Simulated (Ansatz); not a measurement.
Zr (P6_3/mmc), one atom moved over a plane

These are results of Ansatz 0.2.0, DFT PBE, scalar-relativistic, plane waves, PAW, not measurements. Cutoff 420 eV, Γ-centred 18×18×10 k-points, Gaussian smearing of 0.15 eV. No spin polarisation. Energies are free energies at this smearing, counted from the undisturbed cell; pressure is positive in compression.

The undisturbed cell (as given, not relaxed at this level; it stands at 0.5 GPa):

```yaml
crystal:
  lattice:
    - [3.23200, 0.00000, 0.00000]
    - [-1.61600, 2.79899, 0.00000]
    - [0.00000, 0.00000, 5.14700]
  atoms:
    - { symbol: Zr, position: [0.33333, 0.66667, 0.25000] }
    - { symbol: Zr, position: [0.66667, 0.33333, 0.75000] }
```

Atom 1 (Zr) is moved by p along (0.000, 1.000, 0.000) and q along (0.000, 0.000, 1.000) (Å), all else fixed. Points are written (p, q).

p was sampled at -0.300, -0.150, 0.000, 0.150, 0.300 and q at -0.300, -0.150, 0.000, 0.150, 0.300.

Where on the computed points is the energy highest, and how high?

At (0.300, -0.300), (0.300, 0.300): 0.26 eV/cell.

Away from (0, 0), which computed point is lowest?

(-0.150, 0.000): 0.01 eV/cell.

The map, in eV/cell:

```
 p \ q  -0.300  -0.150  0.000  0.150  0.300
-0.300    0.26    0.08   0.04   0.08   0.26
-0.150    0.24    0.06   0.01   0.06   0.24
 0.000    0.24    0.05   0.00   0.05   0.24
 0.150    0.24    0.06   0.01   0.06   0.24
 0.300    0.26    0.09   0.04   0.09   0.26
```